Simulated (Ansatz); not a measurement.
**Ionic part of the dielectric constant of BN at 8 GPa, mode by mode**

Method: Ansatz 0.2.0, DFT PBEsol, scalar-relativistic, plane waves, PAW. Plane waves to 420 eV; Γ-centred k mesh 12×12×4; fixed occupations. No spin polarisation. Phonons by linear response, acoustic sum rule imposed.

Symmetry: P6_3/mmc, No. 194, hexagonal system. The conventional cell has a = 2.490 Å, b = 2.490 Å, c = 5.803 Å, α = 90.00°, β = 90.00°, γ = 120.00°. B (site symmetry -6m2) has 3 N at 1.44 Å as nearest neighbours. Around N (site symmetry -6m2) lie 3 B at 1.44 Å.

The crystal is built of layers and no dispersion correction was added, so the binding between them is poorly described, and with it their spacing and whatever depends on it.

The primitive cell has V = 31.16 Å³ and ε∞,xx = 5.243. Each polar mode adds Δε = (4.92064×10⁷/V)·S/ν² along x, with S its oscillator strength in e²/amu, ν in cm⁻¹ and V in Å³.

Question: From these modes, find each Δε and ε0,xx.
| ν (cm⁻¹) | S_xx (e²/amu) |
| --- | --- |
| 1390.7 | 2.427 |

Answer:
```csv
ν (cm⁻¹),Δε
1390.7,1.98
```

The sum is 1.981, so ε0,xx = 7.22; the run's tensor has 7.22.

Question: Where do the longitudinal modes lie for a wave vector along x?

Answer: At 1632 cm⁻¹. The Lyddane–Sachs–Teller product Π(ν_LO/ν_TO)² = 1.38 matches ε0/ε∞ = 1.38.

Cost: 1 run of about 1.9 core-minutes, on Arm Neoverse N1 (shared hosts).

The in-plane static response of BN is mainly electronic: the lattice adds 1.98 to an ε∞,xx of 5.243. All of the ionic part comes from one polar vibration, the E1u mode, in which the boron and nitrogen sublattices move against each other within the layers. The B–N bond is polar enough to give this motion a large oscillator strength, but stiff sp2 σ bonds and light atoms put it at 1390.7 cm⁻¹. Because the contribution falls with the square of the frequency, a strongly infrared-active mode still adds only moderately to the static constant.

The same dynamical charges produce the macroscopic field that lifts the longitudinal branch to 1632 cm⁻¹, a wide splitting even though electronic screening weakens the field. With a single polar mode, the Lyddane–Sachs–Teller agreement confirms internal consistency rather than the accuracy of the frequency or the charges. The in-plane result does not establish the dielectric anisotropy, since polarisation across the layers involves a different, softer vibration.
